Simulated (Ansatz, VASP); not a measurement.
**One calculation of SnO2 (Cassiterite), two programs**

The input INCAR:

```
SYSTEM = SnO2
PREC = Accurate
ENCUT = 600
EDIFF = 1E-6
ISMEAR = -1
SIGMA = 0.05
LREAL = .FALSE.
LASPH = .TRUE.
NELM = 100
ALGO = Normal
ISIF = 3
LWAVE = .FALSE.
LCHARG = .FALSE.
GGA = PE
IBRION = 2
NSW = 60
EDIFFG = -0.01
```

KPOINTS

```
Automatic mesh
0
G
  6 6 8
  0 0 0
```

Contents of POSCAR:

```
SnO2
1.0
    4.7380000000      0.0000000000      0.0000000000
    0.0000000000      4.7380000000      0.0000000000
    0.0000000000      0.0000000000      3.1865000000
Sn O
2 4
Direct
    0.5000000000      0.5000000000      0.5000000000
    0.0000000000      0.0000000000      0.0000000000
    0.8071000000      0.1929000000      0.5000000000
    0.6929000000      0.6929000000      0.0000000000
    0.1929000000      0.8071000000      0.5000000000
    0.3071000000      0.3071000000      0.0000000000
```

input.yaml

```yaml
crystal:
  lattice:
    - [4.738, 0.0, 0.0]
    - [0.0, 4.738, 0.0]
    - [0.0, 0.0, 3.1865]
  atoms:
    - { symbol: Sn, position: [0.5, 0.5, 0.5] }
    - { symbol: Sn, position: [0.0, 0.0, 0.0] }
    - { symbol: O, position: [0.8071, 0.1929, 0.5] }
    - { symbol: O, position: [0.6929, 0.6929, 0.0] }
    - { symbol: O, position: [0.1929, 0.8071, 0.5] }
    - { symbol: O, position: [0.3071, 0.3071, 0.0] }
hamiltonian:
  xc: pbe
  pseudopotentials: { kind: paw }
kpoints:
  mp_grid: { grid: [6, 6, 8] }
scf:
  occupations: { method: fermi_dirac, width: 0.05 }
output:
  forces: true
  stress: true
  write_density: true
  write_potential: true
  elf: true
  volumetric_format: npy
relax:
  f_tol: 0.01
  max_steps: 40
  cell: { stress_tol: 0.05 }
```

Alike in both runs: task relaxation of cell and atoms; functional PBE; k mesh 6 × 6 × 8; occupations fermi-dirac, width 0.05 eV; no spin polarisation.

```csv
,VASP,Ansatz
version,VASP 6.6.1,Ansatz 0.2.0
potentials or method,"VASP PAW PBE potentials, release 64 (Sn_d, O)",Ansatz PAW
plane-wave cutoff (eV),600,420
valence electrons in the cell,52,52
```

```csv
,VASP,Ansatz,Ansatz less VASP
"gap on the k mesh at the Fermi level, each at its own relaxed structure (eV)",0.64,0.68,+0.046
relaxed volume (Å³/atom),12.61,12.58,-0.037
relaxed cell length with the largest relative difference (Å),3.243,3.238,-0.0049
energy change over the relaxation (meV/atom),-24,-22,+2.1
```

Caveats: spin-orbit coupling is left out, which moves the levels of the heavy elements; the plane-wave basis is chosen anew once the cell has moved, so the energies of steps on either side of that aren't comparable (Ansatz); the pressure holds a Pulay correction of +0.8 GPa for the finite cutoff (Ansatz). PBE usually gives volumes a little too large and moduli too small. Zero-point motion and thermal expansion aren't in these numbers.
